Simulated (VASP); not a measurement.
Write the native input for VASP 6.6.1 that does the following.

```
Task                   : relaxation of cell and atoms
Functional             : revPBE
Dispersion             : D3(BJ)
Potentials or basis    : VASP PAW PBE potentials, release 64 (Ag)
Cutoff                 : 600 eV
k mesh                 : 18 × 18 × 18
Occupations            : methfessel-paxton, width 0.1 eV
Spin                   : no spin polarisation
Further INCAR settings : ALGO = Normal; EDIFF = 1e-06; IBRION = 2; EDIFFG = -0.005; NSW = 60; ISIF = 3
```

The structure of Ag lies in POSCAR:

```
Ag
1.0
    0.0000000000      2.0300000000      2.0300000000
    2.0300000000      0.0000000000      2.0300000000
    2.0300000000      2.0300000000      0.0000000000
Ag
1
Direct
    0.0000000000      0.0000000000      0.0000000000
```

The cell was built by a generator and needn't be a form met in nature.

The input as run:

INCAR

```
SYSTEM = Ag
PREC = Accurate
ENCUT = 600
EDIFF = 1E-6
ISMEAR = 1
SIGMA = 0.1
LREAL = .False.
LASPH = .True.
NELM = 120
ALGO = Normal
ISIF = 3
LWAVE = .False.
LCHARG = .False.
GGA = RE
IVDW = 12
IBRION = 2
NSW = 60
EDIFFG = -0.005
```

KPOINTS

```
regular mesh
0
Gamma
  18 18 18
  0 0 0
```

Potentials or basis: VASP PAW PBE potentials, release 64 (Ag).

Run with:

```sh
$ cat potpaw_PBE.64/Ag/POTCAR > POTCAR
$ mpirun -np 1 vasp_std > vasp.out
```

Results of the run:

The relaxed volume is 16.51 Å³/atom. The relaxed cell is a = 2.858 Å, b = 2.858 Å, c = 2.858 Å, α = 60.00°, β = 60.00°, γ = 60.00°, the space group after relaxing (to 0.05 Å) is Fm-3m (No. 225) and the energy gained by relaxing is 1.1 meV/atom. The ionic steps are 3, the pressure after relaxing is 0.0 GPa and the band gap on the k mesh is none (metal or under the smearing width). The dispersion energy per atom is -1.165 eV.

Caveat: the PAW data sets were made with another functional, which shifts forces and pressure a little; pairwise dispersion overbinds metals, which lowers pressure and volume.

Run time: 26 s on 1 thread of Intel(R) Xeon(R) Platinum 8375C CPU @ 2.90GHz (Ice Lake), on a shared host, peak memory 0.19 GiB.
